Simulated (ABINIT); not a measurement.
Crystal: As.

```
CELL_PARAMETERS angstrom
1.82500 -5.50000 0.00000
1.82500 5.50000 0.00000
0.00000 0.00000 4.47000
ATOMIC_POSITIONS crystal
As 0.39000 0.61000 0.56000
As 0.89000 0.11000 0.94000
As 0.61000 0.39000 0.44000
As 0.11000 0.89000 0.06000
```

This isn't the form of As at room conditions, which is rhombohedral.

* Program: ABINIT 10.8.3 (patched build)
* Task: relaxation of cell and atoms
* Functional: LDA
* Potentials or basis: JTH PAW LDA v2.0
* Cutoff: 408 eV
* k mesh: 5 × 5 × 4
* Occupations: fermi-dirac, width 0.05 eV
* Spin: no spin polarisation

At the start: pressure -1.9 GPa; volume 22.43 Å³/atom.

Q: How do energy, volume and symmetry change on relaxing?

A: Over 10 steps the energy falls by 19.5 meV/atom and the volume is 21.01 Å³/atom (-6.4 %); space group Cmce (No. 64, to 0.05 Å).

The path:
```csv
step,energy change (eV),largest force (eV/Å),pressure (GPa),volume (Å³)
1,0.0000,0.1642,-1.90,89.74
2,-0.0095,0.0957,-1.37,89.22
3,-0.0344,0.2045,0.23,86.75
4,-0.0508,0.2106,0.99,84.98
5,-0.0613,0.2176,1.05,81.87
6,-0.0729,0.0071,0.66,83.02
7,-0.0745,0.0306,0.30,83.50
8,-0.0770,0.0339,0.04,83.77
9,-0.0776,0.0284,-0.12,84.34
10,-0.0780,0.0094,-0.05,84.02
```

Final structure:
```
CELL_PARAMETERS angstrom
1.87845 -5.38943 0.00000
1.87845 5.38943 0.00000
0.00000 0.00000 4.14984
ATOMIC_POSITIONS crystal
As 0.38762 0.61238 0.55245
As 0.88762 0.11238 0.94755
As 0.61238 0.38762 0.44755
As 0.11238 0.88762 0.05245
```

Caveat: the k mesh is coarse (spacing up to 0.36 Å⁻¹), so the values aren't converged.
